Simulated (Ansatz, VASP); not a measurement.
# One calculation of Pt, two programs

```xyz
2
Lattice="2.6226 0.0000 0.0000 -1.3113 2.2713 0.0000 0.0000 0.0000 5.0317" Properties=species:S:1:pos:R:3 pbc="T T T"
Pt    1.3113    0.7571    3.7738
Pt    0.0000    1.5142    1.2579
```

Change from the starting cell: strain -0.050 along x and y, +0.050 along z, atoms carried along.

Alike in both runs: task single point; functional LDA; k mesh 21 × 21 × 10; occupations gaussian, width 0.15 eV; no spin polarisation.

|  | VASP | Ansatz |
| --- | --- | --- |
| version | VASP 6.6.1 | Ansatz 0.2.0 |
| potentials or method | VASP PAW LDA potentials, release 64 (Pt) | scalar-relativistic, plane waves, PAW |
| plane-wave cutoff (eV) | 520 | 420 |
| valence electrons in the cell | 20 | 36 |

|  | VASP | Ansatz | Ansatz less VASP |
| --- | --- | --- | --- |
| gap on the k mesh at the Fermi level (eV) | none | none | - |
| pressure (GPa) | 5.5 | 4.8 | -0.76 |
| largest component of the traceless stress (GPa) | 19.75 | 19.23 | -0.521 |

A gap of «none» marks a metal or a gap that the smearing closes. The two sets of potentials don't hold the same shells in valence.

Spin-orbit coupling is left out, which matters for the levels of Pt.
